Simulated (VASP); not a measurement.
Here is a VASP 6.6.1 calculation.

The input INCAR:

```
ALGO = Normal
EDIFF = 1E-6
ENCUT = 520
GGA = PE
ISIF = 2
ISMEAR = 0
KPAR = 4
LASPH = True
LCHARG = False
LREAL = False
LWAVE = False
NELM = 80
PREC = Accurate
SIGMA = 0.02
```

File KPOINTS:

```
k-points
0
Gamma
  6 5 6
```

Contents of POSCAR:

```
Si                                      
1.0
    3.8699723759      0.0000000000      0.0000000000
    0.0000000000      5.4729674200      0.0000000000
    0.0000000000      0.0000000000      3.8664486465
  Si            
     4
Direct
     1.0000000000000000    0.9998738835196669    1.0000000000000000
     0.5000000000000000    0.4998738835196668    0.5000000000000000
     0.0000000000000000    0.2501261164803332    0.5000000000000000
     0.5000000000000000    0.7501261164803331    0.0000000000000000
```

The input KPOINTS_OPT:

```
path GXSYGZURTZ,YT,UX,SR
10
line-mode
reciprocal
 0.0000000000  0.0000000000  0.0000000000  G
 0.0000000000  0.0000000000  0.5000000000  X

 0.0000000000  0.0000000000  0.5000000000  X
 0.5000000000  0.0000000000  0.5000000000  S

 0.5000000000  0.0000000000  0.5000000000  S
 0.5000000000  0.0000000000  0.0000000000  Y

 0.5000000000  0.0000000000  0.0000000000  Y
 0.0000000000  0.0000000000  0.0000000000  G

 0.0000000000  0.0000000000  0.0000000000  G
 0.0000000000  0.5000000000  0.0000000000  Z

 0.0000000000  0.5000000000  0.0000000000  Z
 0.0000000000  0.5000000000  0.5000000000  U

 0.0000000000  0.5000000000  0.5000000000  U
 0.5000000000  0.5000000000  0.5000000000  R

 0.5000000000  0.5000000000  0.5000000000  R
 0.5000000000  0.5000000000  0.0000000000  T

 0.5000000000  0.5000000000  0.0000000000  T
 0.0000000000  0.5000000000  0.0000000000  Z

 0.5000000000  0.0000000000  0.0000000000  Y
 0.5000000000  0.5000000000  0.0000000000  T

 0.0000000000  0.5000000000  0.5000000000  U
 0.0000000000  0.0000000000  0.5000000000  X

 0.5000000000  0.0000000000  0.5000000000  S
 0.5000000000  0.5000000000  0.5000000000  R
```

Potentials or basis: VASP PAW PBE potentials, release 64 (Si).

Launch:

```bash
$ cat potpaw_PBE.64/Si/POTCAR > POTCAR
$ mpirun -np 4 vasp_std > vasp.out
```

Task: Estimate the largest force.

Result: 0.010 eV/Å.

Task: What does it give for the band gap along the path?

Result: 0.61 eV.

Forces in eV/Å, atoms in the order of the input:
```
Si   0.000  0.010  0.000
Si   0.000  0.010  0.000
Si   0.000 -0.010  0.000
Si   0.000 -0.010  0.000
```
